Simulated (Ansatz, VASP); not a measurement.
# W: 3 runs at one level of theory

The starting cell:

```xyz
1
Lattice="-1.5823 1.5823 1.5823 1.5823 -1.5823 1.5823 1.5823 1.5823 -1.5823" Properties=species:S:1:pos:R:3 pbc="T T T"
W     0.0000    0.0000    0.0000
```

Alike in all runs: task relaxation of cell and atoms; functional BLYP; k mesh 12 × 12 × 12; occupations fermi-dirac, width 0.05 eV; no spin polarisation; no spin-orbit coupling.

```json
{"program and potentials": "Ansatz, Ansatz PAW", "plane-wave cutoff (eV)": "420", "notes": "potentials made for PBE, which Ansatz adapts in part", "equilibrium volume (Å³/atom)": "16.68"}
{"program and potentials": "VASP, PBE PAW files W_sv, 600 eV", "plane-wave cutoff (eV)": "600", "notes": "potentials made for PBE", "equilibrium volume (Å³/atom)": "16.78"}
{"program and potentials": "Ansatz, all-electron LAPW, scalar-relativistic", "plane-wave cutoff (eV)": "-", "notes": "-", "equilibrium volume (Å³/atom)": "16.68"}
```

The equilibrium volume spans 16.68 (Ansatz, Ansatz PAW) to 16.78 Å³/atom (VASP, PBE PAW files W_sv, 600 eV), with all-electron results at 16.68. Some sets were made for another functional than the one run, which can shift their rows. Relaxations stop with a little pressure left, so the last digit of a volume isn't settled.

The functional is the same throughout but for its coding, so the spread measures potentials, basis and numerics; runs on potential files found faulty are left out.
